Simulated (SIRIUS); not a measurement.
Crystal: Nb.

```
Nb
1.0
    -1.66395    1.66395    1.66395
     1.66395   -1.66395    1.66395
     1.66395    1.66395   -1.66395
Nb
1
Direct
  0.00000 0.00000 0.00000
```

```yaml
Program: SIRIUS 7.10.0
Task: single point
Functional: PBEsol
Potentials_or_basis: PseudoDojo 0.4.1 PBEsol standard (scalar relativistic)
Cutoff: 1127 eV
Density_cutoff: 4507 eV
k_mesh: 11 × 11 × 11
Occupations: fermi-dirac, width 0.05 eV
Spin: no spin polarisation
```

On this cell: pressure -7.7 GPa; band gap on the k mesh none (metal or under the smearing width).

The same run follows on a disturbed copy (cell strained at random at fixed volume):

```
Nb
1.0
    -1.65481    1.66189    1.66310
     1.61189   -1.66978    1.62806
     1.70285    1.71781   -1.67098
Nb
1
Direct
  0.99711 0.99235 0.00528
```

Problem. What does the disturbed cell give?

Solution. The energy (extrapolated to zero smearing) moves by +3.3 meV/atom; pressure -7.8 GPa; band gap on the k mesh none (metal or under the smearing width).

Stress tensor (GPa, compression positive):
```
-7.38 -0.64  0.38
-0.64 -9.23  0.20
 0.38  0.20 -6.73
```
